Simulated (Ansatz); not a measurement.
# Zn in Ansatz: convergence with smearing width

Input of the first run (smearing width 0.3 eV); the others differ in this setting and in those tied to it:

Contents of input.yaml:

```yaml
crystal:
  lattice:
    - [2.67, 0.0, 0.0]
    - [-1.335, 2.3122878281, 0.0]
    - [0.0, 0.0, 4.966]
  atoms:
    - { symbol: Zn, position: [0.6666666667, 0.3333333333, 0.75] }
    - { symbol: Zn, position: [0.3333333333, 0.6666666667, 0.25] }
hamiltonian:
  xc: pbe
  pseudopotentials: { kind: nc }
kpoints:
  mp_grid: { grid: [10, 10, 5] }
scf:
  occupations: { method: cold, width: 0.3 }
output:
  forces: true
  stress: true
  eigenvalues: true
```

Potentials or basis: Ansatz NC.

Run with:

```sh
$ ansatz run input.yaml --threads 2 --pin off --max-ram 5632MiB --backend cpu --events-out ev --progress --plain --runs-dir out
```

Hardware: 2 threads of Intel(R) Xeon(R) Platinum 8488C (Sapphire Rapids), on a shared host.

| smearing width | energy less the tightest run, at zero smearing (meV/atom) | SCF cycles | CPU time (s) | peak memory (GiB) |
| --- | --- | --- | --- | --- |
| 0.3 eV | 0.81 | 6 | 3.1 | 0.38 |
| 0.2 eV | 0.62 | 7 | 3.8 | 0.36 |
| 0.15 eV | 0.40 | 7 | 3.8 | 0.39 |
| 0.1 eV | 0.13 | 7 | 3.8 | 0.39 |
| 0.05 eV | -0.10 | 7 | 3.8 | 0.39 |
| 0.025 eV | -0.03 | 7 | 3.7 | 0.4 |
| 0.01 eV | -0.01 | 7 | 3.8 | 0.38 |
| 0.005 eV | 0.00 | 7 | 3.7 | 0.39 |

Against the tightest run, the energy stays within 1 meV/atom from 0.3 eV on. Narrower smearing needs a denser k mesh, so at a fixed mesh the narrowest width isn't the most accurate. The tightest run that finished is the yardstick and may itself not be fully converged.
